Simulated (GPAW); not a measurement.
# Nb (P-1) in GPAW: a series of runs

One crystal, Nb, is run at these levels: PBE; tasks: optical spectrum.

Program: GPAW 26.7.0. These are calculated values, not measurements. Logs are shortened: lines on timing, memory, paths and dates and some standing lists are left out, and cuts for length are marked. The log counts tension as positive stress, the text compression.

## (1) The cell of the first run

The typed cell holds 1 atom: a = 2.742 Å, b = 3.401 Å, c = 2.965 Å, α = 126.55°, β = 106.47°, γ = 102.66°.

This isn't the form of Nb at room conditions, which is bcc.

## (2) Optical spectrum, PBE (cell sheared at random, sigma 0.1, atoms nudged by 0.01 Å)

run.py

```python
from ase.dft.bandgap import bandgap
from ase.io import read, write
from gpaw import GPAW, PW
from gpaw.response.df import DielectricFunction

atoms = read('Nb.xyz')

calc = GPAW(mode=PW(400),
            xc='PBE',
            kpts={'size': (9, 9, 11), 'gamma': True},
            occupations={'name': 'fermi-dirac', 'width': 0.05},
            nbands=15,
            convergence={'density': 1e-06},
            maxiter=150,
            txt='gpaw.txt')
atoms.calc = calc
energy = atoms.get_potential_energy()
calc.write('gs.gpw')
write('result.traj', atoms)
print(f'Energy: {energy:.6f} eV')
print('Fermi level:', round(calc.get_fermi_level(), 4), 'eV')
print(f'Gap: {bandgap(calc)[0]:.4f} eV, direct: {bandgap(calc, direct=True)[0]:.4f} eV')

dense = calc.fixed_density(kpts={'size': (15, 14, 16), 'gamma': True},
                           nbands=23, convergence={'bands': 17, 'eigenstates': 1e-7},
                           update_fermi_level=True, txt='dense.txt')
dense.write('dense.gpw', mode='all')

df = DielectricFunction('dense.gpw', frequencies={'type': 'nonlinear', 'domega0': 0.05, 'omega2': 10},
                        eta=0.1, ecut=50, nbands=17, rate='eta', txt='df.txt')
for direction in ['x', 'y', 'z']:
    df.get_dielectric_function(xc='RPA', direction=direction, filename=f'df_{direction}.csv')
```

Nb.xyz

```xyz
1
Lattice="-1.4737298858 1.6219874972 1.6487158378 1.6403159460 -2.0079064794 2.2012208803 1.2343313925 1.7685079861 -2.0346348200" Properties=species:S:1:pos:R:3 pbc="T T T"
Nb     0.0000000000      0.0000000000      0.0000000000
```

Potentials or basis: GPAW PAW data sets (gpaw-data 1.2.1), pw.

Launch:

```
OMP_NUM_THREADS=1 python run.py
```

gpaw.txt:

```text
__  _  _
 | _ |_)|_||  |
 |__||  | ||/\| - 26.7.0

Input parameters:
  mode=PW(ecut=400.0),
  convergence={'density': 1e-06},
  kpts=MonkhorstPack(size=(9, 9, 11), gamma=True),
  maxiter=150,
  nbands=15,
  occupations=Occupations(name='fermi-dirac', width=0.05),
  xc=XC(name='PBE')

Diagonalizing LCAO Hamiltonian
Converting LCAO to pw mode

       Nb

Atoms  # Å, Bohr magnetons
|   | symbol |        x |        y |        z |    initial magnetic moments |
|---|--------|----------|----------|----------|-----------------------------|
| 0 |     Nb | 0.000000 | 0.000000 | 0.000000 | ( 0.0000,  0.0000,  0.0000) |

Unit cell  # Å
| periodic |         x |         y |         z |  lengths |     angles |
|----------|-----------|-----------|-----------|----------|------------|
|      yes | -1.473730 |  1.621987 |  1.648716 | 2.742442 | 126.547233 |
|      yes |  1.640316 | -2.007906 |  2.201221 | 3.401132 | 106.468555 |
|      yes |  1.234331 |  1.768508 | -2.034635 | 2.964951 | 102.664736 |

Number of symmetries: 2
Symmetry operations  # r_c * U_cc + t_c -> r_c
|   | kind |            matrix            |
|---|------|------------------------------|
| 0 |  E   |  1, 0, 0,  0, 1, 0,  0, 0, 1 |
| 1 |  i   | -1, 0, 0,  0,-1, 0,  0, 0,-1 |

BZ-sampling:
  Number of BZ points: 891
  Number of IBZ points: 446

  Monkhorst-Pack size: [9, 9, 11]
  Monkhorst-Pack shift: [0, 0, 0]

K-points  # in reciprocal-cell coordinates
|     |                                coordinates |     weight |
|-----|--------------------------------------------|------------|
|   0 | (  0.00000000,   0.00000000,   0.00000000) | 0.00112233 |
|   1 | (  0.00000000,   0.00000000,   0.09090909) | 0.00224467 |
|   2 | (  0.00000000,   0.00000000,   0.18181818) | 0.00224467 |
|   3 | (  0.00000000,   0.00000000,   0.27272727) | 0.00224467 |
|   4 | (  0.00000000,   0.00000000,   0.36363636) | 0.00224467 |
|   5 | (  0.00000000,   0.00000000,   0.45454545) | 0.00224467 |
|   6 | (  0.00000000,   0.11111111,  -0.45454545) | 0.00224467 |
|   7 | (  0.00000000,   0.11111111,  -0.36363636) | 0.00224467 |
|   8 | (  0.00000000,   0.11111111,  -0.27272727) | 0.00224467 |
|   9 | (  0.00000000,   0.11111111,  -0.18181818) | 0.00224467 |
| ... |                                            |            |
| 445 | (  0.44444444,   0.44444444,   0.45454545) | 0.00224467 |

Plane wave coefficients: 345
Cutoff: 400.0 eV

Spin-components: 1 (collinear spins)
Bands:           15
Projectors:      6
Spin-degeneracy: 2
Datatype:        complex128

Parallelization:
  kpt:    1
  domain: 1
  band:   1

Density:
  Valence electrons: 13.0
  Components: 1
  Grid points: [14 16 14]
  Charge: 0.0  # |e|

Potential:
  Grid points: [14 16 14]

species:
  Nb:
    name:    Niobium
    Z:       41.0
    valence: 13
    core:    28
    charge:  0.0  # [|e|]
    compensation charges:
      type: gauss
      rc: 0.40  # [Å]
      lmax: 2
    cutoffs:
      filter: 2.35  # [Å]
      core: 1.51  # [Å]
    projectors
    | kind |    occ | energy [eV] | rcut [Å] |
    |------|--------|-------------|----------|
    |   4s |  2.000 |     -58.361 |    1.323 |
    |   5s |  1.000 |      -3.980 |    1.323 |
    |   4p |  6.000 |     -34.526 |    1.323 |
    |   5p |  0.000 |      -1.111 |    1.323 |
    |   4d |  4.000 |      -3.041 |    1.244 |
    |    d |        |      24.171 |    1.244 |

    Using partial waves for Nb as LCAO basis

Reference energy: -103906.147789  # eV

eigensolver:
  PPCG
  Converge bands: occupied
  niter=2

density mixing:
  MSR1-Mixer
  Pratt-step length: 0.05
  Maximum mixing coefficient: 0.75
  Old densities: 10
  SVD Regularization: 0.005
  Good broyden scale: 1.0
  Trust region scale: 1.0
  Backstep threshold: 4.0
  History deletion threshold: 6.0
  Fourier metric: weight=20.0, sigma=0.015

occupation numbers:
  Fermi-Dirac:
    width: 0.0500  # eV

poisson solver:
  ecut: 3200.0  # eV

xc functional:
  name: PBE with 2 nearest neighbor stencil

convergence criteria:
- Maximum integral of absolute [dens]ity change: 1e-06 electrons / valence electron
- Maximum [total energy] change in last 3 cyles: 0.0005 eV / valence electron
- Maximum integral of absolute [eigenst]ate change: 4e-08 eV^2 / valence electron
maximum number of iterations: 150

SCF iterations
|iter     | |      energy | eigst |  dens |
|---------|-|-------------|-------|-------|
|iter:   1| |  -10.526302 | -0.06 |       |
|iter:   2| |  -10.437194 | -2.68 | -1.05 |
|iter:   3| |  -10.002347 | -1.58 | -1.08 |
|iter:   4| |  -10.000917 | -3.07 | -1.80 |
|iter:   5| |  -10.001561c| -4.39 | -2.17 |
|iter:   6| |  -10.001595c| -5.80 | -3.03 |
|iter:   7| |  -10.001596c| -7.38 | -3.96 |
|iter:   8| |  -10.001596c| -8.07c| -4.44 |
|iter:   9| |  -10.001596c| -8.95c| -5.33 |
|iter:  10| |  -10.001596c| -9.66c| -6.21c|

Converged in 10 steps
Energy contributions relative to reference atoms: (reference = -103906.147789)

Energy contributions:
  Kinetic:           0.291345
  Coulomb:          -4.122216
  Zero:             -0.046587
  External:          0.000000
  Xc:               -6.119177
  Entropy:          -0.009921
  Spinorbit:         0.000000
  ----------------------------
  Free energy:     -10.006556
  Extrapolated:    -10.001596

dipole moment: (-5.122573, -5.055554, -6.637805)  # |e|*Ang

Fermi level: 11.302
Eigenvalues  # (at kpt = [0.000, 0.000, 0.000])
| band index |      eig [eV] | occ [0-2] |
|------------|---------------|-----------|
|          0 |       -43.383 |     2.000 |
|          1 |       -19.104 |     2.000 |
|          2 |       -18.516 |     2.000 |
|          3 |       -18.356 |     2.000 |
|          4 |         5.282 |     2.000 |
|          5 |         9.204 |     2.000 |
|          6 |        11.139 |     1.926 |
|          7 |        12.926 |     0.000 |
|          8 |        14.417 |     0.000 |
|          9 |        15.925 |     0.000 |
|         10 |        23.223 |     0.000 |
|         11 |        25.338 |     0.000 |
|         12 |        30.356 |     0.000 |
|         13 |        32.766 |     0.000 |
|         14 |        34.197 |     0.000 |

No gap
No difference between direct/indirect transitions
# Writing to gs.gpw (mode='')
```

df.txt:

```text
NonLinearFrequencyDescriptor(from 0.000 to 87.042 eV, 379 points)
NonLinearFrequencyDescriptor(from 0.000 to 87.042 eV, 379 points)

Calculating chi0 body with:
    Ground state adapter containing:
    Number of spins: 1
    Number of kpoints: 3360
    Number of irreducible kpoints: 1682
    Number of completely occupied states: 5
    Number of partially occupied states: 8

    Linear response parametrization:
    q_c: [0.0, 0.0, 0.0]
    Number of frequency points: 379
[... 43 lines left out ...]
    Number of kpoints: 3360
    Number of irreducible kpoints: 1682
    Number of completely occupied states: 5
    Number of partially occupied states: 8

Symmetries of q_c:
    Direct symmetries (Uq -> q): 2
    Indirect symmetries (TUq -> q): 0
In total 2 allowed symmetries.

Integral kind: intraband
Plasma frequency:
[[9.06+0.j   0.  -1.94j 3.67-0.j  ]
 [0.  -1.94j 8.2 +0.j   4.35+0.j  ]
 [3.67-0.j   4.35+0.j   8.12+0.j  ]]

Finished calculating chi0
```

Wall time 4.8 min (1 thread of Intel Xeon Platinum 8259CL at 2.50GHz (Skylake/Cascade Lake), shared host); peak memory 0.64 GiB.

What came out:

| Quantity | Value |
| --- | --- |
| Free energy | -10.0066 eV |
| Band gap on the k mesh | none (metal or under the smearing width) |

Dielectric function (mean over the directions given):
```
energy (eV)  real part  imaginary part
       0.67    -114.01           64.15
       1.26     -13.52           34.04
       1.89     -10.38           30.50
       2.54      -8.30           23.56
       3.17      -8.50           18.40
       3.76      -8.31           14.57
       4.44      -6.28           10.25
       5.01      -6.10           10.54
       5.68      -7.58            7.08
       6.31      -6.12            4.68
       6.87      -5.07            3.35
       7.55      -3.94            2.70
       8.16      -3.12            1.80
       8.80      -1.98            1.62
       9.47      -1.34            1.58
      10.16      -0.95            1.52
      10.78      -1.02            1.70
      11.41      -0.70            1.52
      12.08      -0.45            1.34
      12.65      -0.33            1.57
      13.36      -0.31            1.51
      13.97      -0.29            1.39
      14.61      -0.37            1.54
      15.26      -0.58            1.46
      15.94      -0.57            1.17
      16.64      -0.57            0.86
      17.36      -0.41            0.75
      18.12      -0.33            0.58
      18.90      -0.15            0.48
      19.87      -0.03            0.35
```

Caveat: the intraband term hangs on this k mesh; the long-wavelength limit can be off by several per cent where d states take part; independent-particle spectra lack excitons.

## (3) Optical spectrum, PBE (cell sheared at random, sigma 0.1, atoms nudged by 0.01 Å)

run.py is that of step 2.

Nb.xyz

```xyz
1
Lattice="-1.4831169534 1.6323189063 1.6592174957 1.6507640999 -2.0206960375 2.2152417734 1.2421935878 1.7797726719 -2.0475946269" Properties=species:S:1:pos:R:3 pbc="T T T"
Nb     0.0000000000      0.0000000000      0.0000000000
```

Potentials or basis: GPAW PAW data sets (gpaw-data 1.2.1), pw.

Launch:

```
OMP_NUM_THREADS=1 python run.py
```

gpaw.txt:

```text
__  _  _
 | _ |_)|_||  |
 |__||  | ||/\| - 26.7.0

Input parameters:
  mode=PW(ecut=400.0),
  convergence={'density': 1e-06},
  kpts=MonkhorstPack(size=(9, 9, 11), gamma=True),
  maxiter=150,
  nbands=15,
  occupations=Occupations(name='fermi-dirac', width=0.05),
  xc=XC(name='PBE')

Diagonalizing LCAO Hamiltonian
Converting LCAO to pw mode

       Nb

Atoms  # Å, Bohr magnetons
|   | symbol |        x |        y |        z |    initial magnetic moments |
|---|--------|----------|----------|----------|-----------------------------|
| 0 |     Nb | 0.000000 | 0.000000 | 0.000000 | ( 0.0000,  0.0000,  0.0000) |

Unit cell  # Å
| periodic |         x |         y |         z |  lengths |     angles |
|----------|-----------|-----------|-----------|----------|------------|
|      yes | -1.483117 |  1.632319 |  1.659217 | 2.759910 | 126.547233 |
|      yes |  1.650764 | -2.020696 |  2.215242 | 3.422796 | 106.468555 |
|      yes |  1.242194 |  1.779773 | -2.047595 | 2.983836 | 102.664736 |

Number of symmetries: 2
Symmetry operations  # r_c * U_cc + t_c -> r_c
|   | kind |            matrix            |
|---|------|------------------------------|
| 0 |  E   |  1, 0, 0,  0, 1, 0,  0, 0, 1 |
| 1 |  i   | -1, 0, 0,  0,-1, 0,  0, 0,-1 |

BZ-sampling:
  Number of BZ points: 891
  Number of IBZ points: 446

  Monkhorst-Pack size: [9, 9, 11]
  Monkhorst-Pack shift: [0, 0, 0]

K-points  # in reciprocal-cell coordinates
|     |                                coordinates |     weight |
|-----|--------------------------------------------|------------|
|   0 | (  0.00000000,   0.00000000,   0.00000000) | 0.00112233 |
|   1 | (  0.00000000,   0.00000000,   0.09090909) | 0.00224467 |
|   2 | (  0.00000000,   0.00000000,   0.18181818) | 0.00224467 |
|   3 | (  0.00000000,   0.00000000,   0.27272727) | 0.00224467 |
|   4 | (  0.00000000,   0.00000000,   0.36363636) | 0.00224467 |
|   5 | (  0.00000000,   0.00000000,   0.45454545) | 0.00224467 |
|   6 | (  0.00000000,   0.11111111,  -0.45454545) | 0.00224467 |
|   7 | (  0.00000000,   0.11111111,  -0.36363636) | 0.00224467 |
|   8 | (  0.00000000,   0.11111111,  -0.27272727) | 0.00224467 |
|   9 | (  0.00000000,   0.11111111,  -0.18181818) | 0.00224467 |
| ... |                                            |            |
| 445 | (  0.44444444,   0.44444444,   0.45454545) | 0.00224467 |

Plane wave coefficients: 352
Cutoff: 400.0 eV

Spin-components: 1 (collinear spins)
Bands:           15
Projectors:      6
Spin-degeneracy: 2
Datatype:        complex128

Parallelization:
  kpt:    1
  domain: 1
  band:   1

Density:
  Valence electrons: 13.0
  Components: 1
  Grid points: [14 16 14]
  Charge: 0.0  # |e|

Potential:
  Grid points: [14 16 14]

species:
  Nb:
    name:    Niobium
    Z:       41.0
    valence: 13
    core:    28
    charge:  0.0  # [|e|]
    compensation charges:
      type: gauss
      rc: 0.40  # [Å]
      lmax: 2
    cutoffs:
      filter: 2.35  # [Å]
      core: 1.51  # [Å]
    projectors
    | kind |    occ | energy [eV] | rcut [Å] |
    |------|--------|-------------|----------|
    |   4s |  2.000 |     -58.361 |    1.323 |
    |   5s |  1.000 |      -3.980 |    1.323 |
    |   4p |  6.000 |     -34.526 |    1.323 |
    |   5p |  0.000 |      -1.111 |    1.323 |
    |   4d |  4.000 |      -3.041 |    1.244 |
    |    d |        |      24.171 |    1.244 |

    Using partial waves for Nb as LCAO basis

Reference energy: -103906.147789  # eV

eigensolver:
  PPCG
  Converge bands: occupied
  niter=2

density mixing:
  MSR1-Mixer
  Pratt-step length: 0.05
  Maximum mixing coefficient: 0.75
  Old densities: 10
  SVD Regularization: 0.005
  Good broyden scale: 1.0
  Trust region scale: 1.0
  Backstep threshold: 4.0
  History deletion threshold: 6.0
  Fourier metric: weight=20.0, sigma=0.015

occupation numbers:
  Fermi-Dirac:
    width: 0.0500  # eV

poisson solver:
  ecut: 3200.0  # eV

xc functional:
  name: PBE with 2 nearest neighbor stencil

convergence criteria:
- Maximum integral of absolute [dens]ity change: 1e-06 electrons / valence electron
- Maximum [total energy] change in last 3 cyles: 0.0005 eV / valence electron
- Maximum integral of absolute [eigenst]ate change: 4e-08 eV^2 / valence electron
maximum number of iterations: 150

SCF iterations
|iter     | |      energy | eigst |  dens |
|---------|-|-------------|-------|-------|
|iter:   1| |  -10.543511 | -0.07 |       |
|iter:   2| |  -10.451834 | -2.67 | -1.04 |
|iter:   3| |  -10.006794 | -1.56 | -1.07 |
|iter:   4| |  -10.005360 | -3.06 | -1.79 |
|iter:   5| |  -10.005999c| -4.37 | -2.16 |
|iter:   6| |  -10.006036c| -5.77 | -3.02 |
|iter:   7| |  -10.006037c| -7.34 | -3.94 |
|iter:   8| |  -10.006037c| -8.03c| -4.42 |
|iter:   9| |  -10.006037c| -8.91c| -5.31 |
|iter:  10| |  -10.006037c| -9.62c| -6.19c|

Converged in 10 steps
Energy contributions relative to reference atoms: (reference = -103906.147789)

Energy contributions:
  Kinetic:          -1.011455
  Coulomb:          -3.132405
  Zero:             -0.042991
  External:          0.000000
  Xc:               -5.814112
  Entropy:          -0.010147
  Spinorbit:         0.000000
  ----------------------------
  Free energy:     -10.011110
  Extrapolated:    -10.006037

dipole moment: (-5.156105, -5.088647, -6.681255)  # |e|*Ang

Fermi level: 11.032
Eigenvalues  # (at kpt = [0.000, 0.000, 0.000])
| band index |      eig [eV] | occ [0-2] |
|------------|---------------|-----------|
|          0 |       -43.663 |     2.000 |
|          1 |       -19.412 |     2.000 |
|          2 |       -18.844 |     2.000 |
|          3 |       -18.691 |     2.000 |
|          4 |         5.052 |     2.000 |
|          5 |         8.994 |     2.000 |
|          6 |        10.889 |     1.893 |
|          7 |        12.639 |     0.000 |
|          8 |        14.089 |     0.000 |
|          9 |        15.554 |     0.000 |
|         10 |        22.867 |     0.000 |
|         11 |        25.013 |     0.000 |
|         12 |        29.944 |     0.000 |
|         13 |        32.272 |     0.000 |
|         14 |        33.680 |     0.000 |

No gap
No difference between direct/indirect transitions
# Writing to gs.gpw (mode='')
```

df.txt:

```text
NonLinearFrequencyDescriptor(from 0.000 to 85.992 eV, 378 points)
NonLinearFrequencyDescriptor(from 0.000 to 85.992 eV, 378 points)

Calculating chi0 body with:
    Ground state adapter containing:
    Number of spins: 1
    Number of kpoints: 3360
    Number of irreducible kpoints: 1682
    Number of completely occupied states: 5
    Number of partially occupied states: 8

    Linear response parametrization:
    q_c: [0.0, 0.0, 0.0]
    Number of frequency points: 378
[... 43 lines left out ...]
    Number of kpoints: 3360
    Number of irreducible kpoints: 1682
    Number of completely occupied states: 5
    Number of partially occupied states: 8

Symmetries of q_c:
    Direct symmetries (Uq -> q): 2
    Indirect symmetries (TUq -> q): 0
In total 2 allowed symmetries.

Integral kind: intraband
Plasma frequency:
[[8.86-0.j 0.  +2.j 3.48+0.j]
 [0.  +2.j 7.95+0.j 4.15-0.j]
 [3.48+0.j 4.15-0.j 7.87-0.j]]

Finished calculating chi0
```

Wall time 5 min (1 thread of Intel Xeon Platinum 8259CL at 2.50GHz (Skylake/Cascade Lake), shared host); peak memory 0.65 GiB.

What came out:

```
Free energy            : -10.0111 eV
Band gap on the k mesh : none (metal or under the smearing width)
```

Dielectric function (mean over the directions given):
| energy (eV) | real part | imaginary part |
| --- | --- | --- |
| 0.67 | -106.59 | 61.56 |
| 1.26 | -11.57 | 34.84 |
| 1.89 | -9.34 | 30.26 |
| 2.54 | -7.85 | 23.67 |
| 3.17 | -8.32 | 17.97 |
| 3.76 | -8.31 | 14.13 |
| 4.44 | -5.91 | 10.32 |
| 5.01 | -6.49 | 10.40 |
| 5.68 | -7.27 | 6.47 |
| 6.31 | -5.77 | 4.47 |
| 6.87 | -4.65 | 3.23 |
| 7.55 | -3.84 | 2.51 |
| 8.16 | -2.78 | 1.70 |
| 8.80 | -2.02 | 1.69 |
| 9.47 | -1.39 | 1.68 |
| 10.16 | -0.85 | 1.61 |
| 10.78 | -0.98 | 1.61 |
| 11.41 | -0.70 | 1.52 |
| 12.08 | -0.35 | 1.39 |
| 12.65 | -0.43 | 1.57 |
| 13.36 | -0.40 | 1.53 |
| 13.97 | -0.22 | 1.41 |
| 14.61 | -0.37 | 1.54 |
| 15.26 | -0.55 | 1.34 |
| 15.94 | -0.57 | 1.16 |
| 16.64 | -0.50 | 0.79 |
| 17.36 | -0.38 | 0.69 |
| 18.12 | -0.27 | 0.53 |
| 18.90 | -0.14 | 0.46 |
| 19.87 | 0.02 | 0.32 |

Caveat: the intraband term hangs on this k mesh; the long-wavelength limit can be off by several per cent where d states take part; independent-particle spectra lack excitons.
